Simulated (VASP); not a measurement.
# TiO2 (Anatase) (I4_1/amd) in VASP: further runs

One crystal, TiO2 (Anatase), is run at these levels: PBE, LDA; tasks: G0W0 quasiparticle levels, Born charges and dielectric tensor, phonons, dielectric tensor.

Program: VASP 6.6.1. These are calculated values, not measurements. Logs are shortened: lines on timing, memory, paths and dates and some standing lists are left out, and cuts for length are marked.

**1. Starting point**

Symmetry: I4_1/amd, No. 141, tetragonal system. The conventional cell has a = 3.784 Å, b = 3.784 Å, c = 9.515 Å, α = 90.00°, β = 90.00°, γ = 90.00°. Ti (site symmetry -4m2) has 6 O at 1.93 to 1.98 Å as nearest neighbours. O (site symmetry 2mm) is surrounded by 3 Ti at 1.93 to 1.98 Å.

**2. G0W0 quasiparticle levels, PBE**

POSCAR

```
TiO2
1.0
   -1.8921000000      1.8921000000      4.7573000000
    1.8921000000     -1.8921000000      4.7573000000
    1.8921000000      1.8921000000     -4.7573000000
Ti O
2 4
Direct
    0.7500000000      0.2500000000      0.5000000000
    0.0000000000      0.0000000000      0.0000000000
    0.7919000000      0.7919000000      0.0000000000
    0.5419000000      0.0419000000      0.5000000000
    0.9581000000      0.4581000000      0.5000000000
    0.2081000000      0.2081000000      0.0000000000
```

INCAR.step1

```
SYSTEM = TiO2
ALGO = Fast
EDIFF = 1E-8
ENCUT = 500
GGA = PE
ISMEAR = 0
KPAR = 4
LASPH = .TRUE.
LCHARG = .FALSE.
LREAL = .FALSE.
LWAVE = .TRUE.
NELM = 100
PREC = Accurate
SIGMA = 0.01
```

INCAR.step2

```
SYSTEM = TiO2
ALGO = Exact
EDIFF = 1E-8
ENCUT = 500
GGA = PE
ISMEAR = 0
ISTART = 1
KPAR = 4
LASPH = .TRUE.
LCHARG = .FALSE.
LOPTICS = .TRUE.
LREAL = .FALSE.
LWAVE = .TRUE.
NBANDS = 308
NELM = 1
PREC = Accurate
SIGMA = 0.01
```

INCAR.step3

```
SYSTEM = TiO2
ALGO = EVGW0
EDIFF = 1E-8
ENCUT = 500
ENCUTGW = 150
GGA = PE
ISMEAR = 0
ISTART = 1
KPAR = 4
LASPH = .TRUE.
LCHARG = .FALSE.
LREAL = .FALSE.
LWAVE = .FALSE.
NBANDS = 308
NBANDSGW = 32
NELMGW = 1
NOMEGA = 50
PREC = Accurate
PRECFOCK = Fast
SIGMA = 0.01
```

KPOINTS

```
k-points
0
G
  4 4 4
  0 0 0
```

Potentials or basis: VASP PAW PBE potentials, release 64 (Ti_sv_GW, O_GW).

On the command line:

```bash
$ cat potpaw_PBE.64/Ti_sv_GW/POTCAR potpaw_PBE.64/O_GW/POTCAR > POTCAR
$ cp INCAR.step1 INCAR
$ mpirun -np 4 vasp_std > vasp.out
$ cp INCAR.step2 INCAR
$ mpirun -np 4 vasp_std > vasp.out
$ cp INCAR.step3 INCAR
$ mpirun -np 4 vasp_std > vasp.out
```

OUTCAR:

```text
SYSTEM = TiO2
   EDIFF = 1E-8
   ENCUT = 500
   ENCUTGW = 150
   GGA = PE
   ISMEAR = 0
   ISTART = 1
   LASPH = .TRUE.
   LREAL = .FALSE.
   NELMGW = 1
   PREC = Accurate
   PRECFOCK = Fast

 ion  position               nearest neighbor table
   1  0.750  0.250  0.500-   3 1.93   6 1.93   3 1.93   6 1.93   5 1.98   4 1.98
   2  0.000  0.000  0.000-   4 1.93   5 1.93   4 1.93   5 1.93   3 1.98   6 1.98
   3  0.792  0.792  0.000-   1 1.93   1 1.93   2 1.98
   4  0.542  0.042  0.500-   2 1.93   2 1.93   1 1.98
   5  0.958  0.458  0.500-   2 1.93   2 1.93   1 1.98
   6  0.208  0.208  0.000-   1 1.93   1 1.93   2 1.98

  LATTYP: Found a body centered tetragonal cell.
 ALAT       =     3.7842000000
 C/A-ratio  =     2.5142962846

  Lattice vectors:

 A1 = (  -1.8921000000,   1.8921000000,   4.7573000000)
 A2 = (   1.8921000000,  -1.8921000000,   4.7573000000)
 A3 = (   1.8921000000,   1.8921000000,  -4.7573000000)

Analysis of symmetry for initial positions (statically):
=====================================================================
 Subroutine PRICEL returns:
 Original cell was already a primitive cell.

 Routine SETGRP: Setting up the symmetry group for a
 body centered tetragonal supercell.

 Subroutine GETGRP returns: Found 16 space group operations
 (whereof  8 operations were pure point group operations)
 out of a pool of 16 trial point group operations.

The static configuration has the point symmetry D_2d.
 The point group associated with its full space group is D_4h.

Analysis of symmetry for dynamics (positions and initial velocities):
=====================================================================
 Subroutine PRICEL returns:
 Original cell was already a primitive cell.

 Routine SETGRP: Setting up the symmetry group for a
 body centered tetragonal supercell.

 Subroutine GETGRP returns: Found 16 space group operations
 (whereof  8 operations were pure point group operations)
 out of a pool of 16 trial point group operations.

The dynamic configuration has the point symmetry D_2d.
 The point group associated with its full space group is D_4h.

 Subroutine INISYM returns: Found 16 space group operations
 (whereof  8 operations are pure point group operations),
 and found     1 'primitive' translations

----------------------------------------------------------------------------------------

                                     Primitive cell

  volume of cell :      68.1253

  direct lattice vectors                    reciprocal lattice vectors
    -1.892100000  1.892100000  4.757300000     0.000000000  0.264256646  0.105101633
     1.892100000 -1.892100000  4.757300000     0.264256646  0.000000000  0.105101633
     1.892100000  1.892100000 -4.757300000     0.264256646  0.264256646  0.000000000

  length of vectors
     5.458203744  5.458203744  5.458203744     0.284390450  0.284390450  0.373715333

  position of ions in fractional coordinates (direct lattice)
     0.750000000  0.250000000  0.500000000
     0.000000000  0.000000000  0.000000000
     0.791900000  0.791900000  0.000000000
     0.541900000  0.041900000  0.500000000
     0.958100000  0.458100000  0.500000000
     0.208100000  0.208100000  0.000000000

  ion indices of the primitive-cell ions
   primitive index   ion index
                 1           1
                 2           2
                 3           3
                 4           4
                 5           5
                 6           6

----------------------------------------------------------------------------------------

 KPOINTS: k-points

Automatic generation of k-mesh.
 Grid dimensions read from file:
 generate k-points for:    4    4    4

 Generating k-lattice:

  Cartesian coordinates                     Fractional coordinates (reciprocal lattice)
     0.000000000  0.066064162  0.026275408     0.250000000  0.000000000 -0.000000000
     0.066064162  0.000000000  0.026275408     0.000000000  0.250000000 -0.000000000
     0.066064162  0.066064162  0.000000000     0.000000000  0.000000000  0.250000000

  Length of vectors
     0.071097613  0.071097613  0.093428833

  Shift w.r.t. Gamma in fractional coordinates (k-lattice)
     0.000000000  0.000000000  0.000000000

 Subroutine IBZKPT returns following result:
 ===========================================

 Found     13 irreducible k-points:

 Following reciprocal coordinates:
            Coordinates               Weight
  0.000000  0.000000  0.000000      1.000000
  0.250000  0.000000  0.000000      8.000000
  0.500000  0.000000  0.000000      4.000000
  0.250000  0.250000  0.000000      8.000000
  0.500000  0.250000 -0.000000     16.000000
 -0.250000  0.250000  0.000000      4.000000
  0.500000  0.500000  0.000000      2.000000
  0.250000  0.250000  0.250000      2.000000
 -0.250000  0.250000  0.250000      4.000000
  0.500000  0.500000  0.250000      4.000000
 -0.250000  0.500000  0.250000      8.000000
 -0.250000 -0.250000  0.250000      2.000000
  0.500000  0.500000  0.500000      1.000000
   k-points           NKPTS =     13   k-points in BZ     NKDIM =     64   number of bands    NBANDS=    308
   number of dos      NEDOS =    301   number of ions     NIONS =      6
   total plane-waves  NPLWV =  64000
   dimension x,y,z NGX =    40 NGY =   40 NGZ =   40
   dimension x,y,z NGXF=    80 NGYF=   80 NGZF=   80
   ions per type =               2   4
   NGX,Y,Z   is equivalent  to a cutoff of  12.18, 12.18, 12.18 a.u.
   NGXF,Y,Z  is equivalent  to a cutoff of  24.37, 24.37, 24.37 a.u.
 SYSTEM =  TiO2
   PREC   = accura    normal or accurate (medium, high low for compatibility)
   ISTART =      1    job   : 0-new  1-cont  2-samecut
   ICHARG =      0    charge: 1-file 2-atom 10-const
   ISPIN  =      1    spin polarized calculation?
   LNONCOLLINEAR =      F non collinear calculations
   LSORBIT =      F    spin-orbit coupling
   LASPH  =      T    aspherical Exc in radial PAW
   ENCUT  =  500.0 eV  36.75 Ry    6.06 a.u.   9.95  9.95  9.95*2*pi/ulx,y,z
   NELM   =     60;   NELMIN=  2; NELMDL=  0     # of ELM steps
   EDIFF  = 0.1E-07   stopping-criterion for ELM
   LREAL  =      F    real-space projection
   EDIFFG = 0.1E-06   stopping-criterion for IOM
   NSW    =      0    number of steps for IOM
   IBRION =     -1    ionic relax: 0-MD 1-quasi-New 2-CG
   NFREE  =      0    steps in history (QN), initial steepest desc. (CG)
   ISIF   =      0    stress and relaxation
   ISYM   =      3    0-nonsym 1-usesym 2-fastsym
   POTIM  = 0.5000    time-step for ionic-motion
   TEBEG  =    0.0;   TEEND  =   0.0 temperature during run
   PSTRESS=    0.0 pullay stress
   NELECT =      48.0000    total number of electrons
   NUPDOWN=      -1.0000    fix difference up-down
   EMIN   =  10.00;   EMAX   =-10.00  energy-range for DOS
   EFERMI =   0.00;   METHOD = LEGACY
   ISMEAR =     0;   SIGMA  =   0.01  broadening in eV -4-tet -1-fermi 0-gaus
   EFERMI_NEDOS =   21; number of points for ismear=-14 and -15
   IALGO  =     38    algorithm
   IMIX   =      4    mixing-type and parameters
     AMIX     =   0.40;   BMIX     =  1.00
     AMIX_MAG =   1.60;   BMIX_MAG =  1.00
  volume/ion in A,a.u.               =      11.35        76.62
  Fermi-wavevector in a.u.,A,eV,Ry     =   1.456752  2.752862 28.873289  2.122127
  Thomas-Fermi vector in A             =   2.573634
   LORBIT       =      0    0 simple, 1 ext, 2 COOP (PROOUT), +10 PAW based schemes
   GGA     = PE    functional components
   LHFCALC =     T    Hartree Fock is set to
   PRECFOCK=fast      Normal, Fast or Accurate (Low or Medium for compatibility)
   ENCUT4O =  -1.0   cutoff for four orbital integrals eV
   NKREDX  =     1    reduce k-point grid by
   NKREDY  =     1    reduce k-point grid by
   NKREDZ  =     1    reduce k-point grid by
   AEXX    =    1.0000 exact exchange contribution
   HFSCREEN=    0.0000 screening length (either q_TF or 0.3 A-1)
   HFSCREENC=   0.0000 screening length for correlation (either q_TF or 0.3 A-1)
   ENCUTFOCK=  -1.0 apply spherical cutoff to Coloumb kernel
   IVDW    =     0    specifies the selected vdW correction
   LEPSILON=     F    determine dielectric tensor
   LRPA    =     F    only Hartree local field effects (RPA)
   LRPAFORCE           =     F    calculate RPA forces
   ENCUTGW             = 150.0    cutoff for response function in eV
   ENCUTGWSOFT         = 120.0    soft cutoff for Coulomb kernel in GW response function in eV
   ENCUTLF             =  -1.0    cutoff for local field effects
   NELMGW              =     1    number of iterations in solving QP/BSE equation
   NELMHF              =     1    number of iterations in the inner HF iteration
   NKREDLFX            =     1    NKREDLFY  =   1   NKREDLFZ  =   1
 non-spin polarized calculation
 Gauss-broadening in eV      SIGMA  =   0.01
  energy-cutoff  :      500.00
  volume of cell :       68.13
 maximum number of plane-waves:      1744
  NGX = 24; NGY = 24; NGZ = 24
   NGX = 19   NGY = 19   NGZ = 19
 maximum number of plane-waves:       293

 QP shifts <psi_nk| G(iteration)W_0 |psi_nk>: iteration 1
 for sc-GW calculations column KS-energies equals QP-energies in previous step
 and V_xc(KS)=  KS-energies - (<T + V_ion + V_H > + <T+V_H+V_ion>^1  + <V_x>^1)

 k-point   1 :       0.0000    0.0000    0.0000
  band No.  KS-energies  QP-energies   sigma(KS)   V_xc(KS)     V^pw_x(r,r')   Z            occupation Imag(sigma)

      1     -52.9614     -54.0101     -26.7235     -24.9360     -41.6835       0.5867       2.0000       1.8286
      2     -52.9004     -53.9579     -26.7503     -24.9908     -41.7083       0.6011       2.0000       1.8257
      3     -29.4399     -30.3585     -25.2766     -23.8543     -34.5541       0.6459       2.0000       1.2232
      4     -29.2005     -30.1278     -25.5084     -24.0936     -34.6265       0.6555       2.0000       1.1373
      5     -29.2005     -30.1278     -25.5084     -24.0936     -34.6265       0.6555       2.0000       1.1373
      6     -29.1278     -30.0489     -25.5696     -24.1617     -34.6587       0.6543       2.0000       1.1075
[... 24 lines left out ...]
     31       8.4291      10.0392     -19.9856     -22.2263     -13.8840       0.7186       0.0000      -0.3997
     32       8.7096      10.3098     -20.1984     -22.4508     -13.9810       0.7105       0.0000      -0.4346

 k-point   2 :       0.2500    0.0000    0.0000
  band No.  KS-energies  QP-energies   sigma(KS)   V_xc(KS)     V^pw_x(r,r')   Z            occupation Imag(sigma)

      1     -52.9540     -54.0004     -26.7225     -24.9431     -41.6870       0.5880       2.0000       1.8279
      2     -52.9057     -53.9616     -26.7438     -24.9863     -41.7064       0.6008       2.0000       1.8255
      3     -29.4257     -30.3392     -25.2787     -23.8667     -34.5584       0.6469       2.0000       1.2183
      4     -29.2662     -30.1800     -25.4238     -24.0172     -34.6136       0.6496       2.0000       1.1693
      5     -29.2053     -30.1323     -25.5023     -24.0878     -34.6228       0.6554       2.0000       1.1379
      6     -29.1520     -30.0707     -25.5363     -24.1323     -34.6467       0.6543       2.0000       1.1181
[... 24 lines left out ...]
     31       8.7077      10.2930     -19.9961     -22.2360     -13.5906       0.7077       0.0000      -0.4339
     32       9.2144      10.7714     -20.1636     -22.3617     -13.9991       0.7084       0.0000      -0.4523
[... 358 lines left out ...]
     31       8.2807       9.8934     -19.8659     -22.1155     -13.5739       0.7169       0.0000      -0.4041
     32       8.5850      10.1922     -20.0979     -22.3571     -13.8082       0.7114       0.0000      -0.4292

 k-point  13 :       0.5000    0.5000    0.5000
  band No.  KS-energies  QP-energies   sigma(KS)   V_xc(KS)     V^pw_x(r,r')   Z            occupation Imag(sigma)

      1     -52.9311     -53.9829     -26.7369     -24.9634     -41.6959       0.5931       2.0000       1.8270
      2     -52.9311     -53.9829     -26.7369     -24.9634     -41.6959       0.5931       2.0000       1.8270
      3     -29.2448     -30.1614     -25.4534     -24.0531     -34.5985       0.6546       2.0000       1.1367
      4     -29.2448     -30.1614     -25.4534     -24.0531     -34.5985       0.6546       2.0000       1.1367
      5     -29.2242     -30.1528     -25.4877     -24.0624     -34.6258       0.6515       2.0000       1.1503
      6     -29.2242     -30.1528     -25.4877     -24.0624     -34.6258       0.6515       2.0000       1.1503
[... 24 lines left out ...]
     31       8.3491       9.9579     -19.9273     -22.1766     -13.6239       0.7152       0.0000      -0.4121
     32       8.3491       9.9579     -19.9273     -22.1766     -13.6239       0.7152       0.0000      -0.4121
```

Wall time 14 min (4 MPI ranks of Intel Xeon Platinum 8488C (Sapphire Rapids), shared host); peak memory 1.1 GiB.

Results:

| Property | Result |
| --- | --- |
| Band gap on the k mesh, mean-field level | 2.16 eV, indirect (least direct gap 2.46 eV) |
| Quasiparticle gap | 3.77 eV |
| Least direct quasiparticle gap | 4.10 eV |

Caveat: the k mesh is coarse (spacing up to 0.59 Å⁻¹), so the values aren't converged; bands, screening cutoff and mesh are small and nothing is extrapolated, so the quasiparticle values aren't converged. A k mesh can miss the band edges.

(Continued in part 2 of 3.)
